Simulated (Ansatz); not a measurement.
ZrO$_{2}$ under pressure: fit and missing row

ZrO$_{2}$, P4_2/nmc, a = 3.601 Å, c = 5.228 Å. This isn't the usual stable structure of the compound. Ansatz: r2SCAN, PAW, 500 eV, Γ-centred 6×6×6 mesh on 6 atoms, Gaussian smearing 0.02 eV; no spin polarisation. Cell and atoms are relaxed at each pressure, and no other structure is tried, so the rows at high pressure may lie past a change of phase.

```tsv
V (Å³/atom)	P (GPa)
?	89.99
9.509	50.00
10.189	25.00
10.681	12.00
11.068	4.00
11.239	1.01
11.301	0.00
11.359	-0.94
```

**Question.** Take V0 = 11.301 Å³/atom, fit the third-order Birch–Murnaghan form to the other rows, and predict the missing volume.

**Answer.** With the Eulerian strain f = ½[(V0/V)^(2/3) − 1] and y = P/[3f(1 + 2f)^(5/2)], the form is the line y = B0 + 1.5 B0 (B0′ − 4) f. Rows (f, y): 0.06099, 204.9; 0.03575, 196.1; 0.01917, 189.9; 0.00699, 184.2; 0.00184, 181.3; -0.00170, 185.9. Means f = 0.02051, y = 190.38; Σ(Δf)² = 0.002897, ΣΔfΔy = 1.028; the slope is their ratio. y = 183.1 + 354.9 f GPa, so B0 = 183.1 GPa and B0′ = 4 + 2 × (354.9)/(3 × 183.1) = 5.29. P = 89.99 GPa is met at f = 0.09144 (y = 215.55), so V = V0 (1 + 2f)^(−3/2) = 8.784 Å³/atom. The run gave 8.800 Å³/atom, so the fit is 0.016 Å³/atom too low, 0.63 % of the span of the series, against an rms of 0.001 Å³/atom on the fitted rows. The row lies outside the fitted range. The points of y bend away from a line: a fourth-order term fitted to them gives P = 90.28 GPa at this row's volume (the line 88.93, the run 89.99). The records add, with no proof that it causes the miss: its space group is Fm-3m, the others' P4_2/nmc.

The mesh isn't the same in all rows (6×6×6, 8×8×6).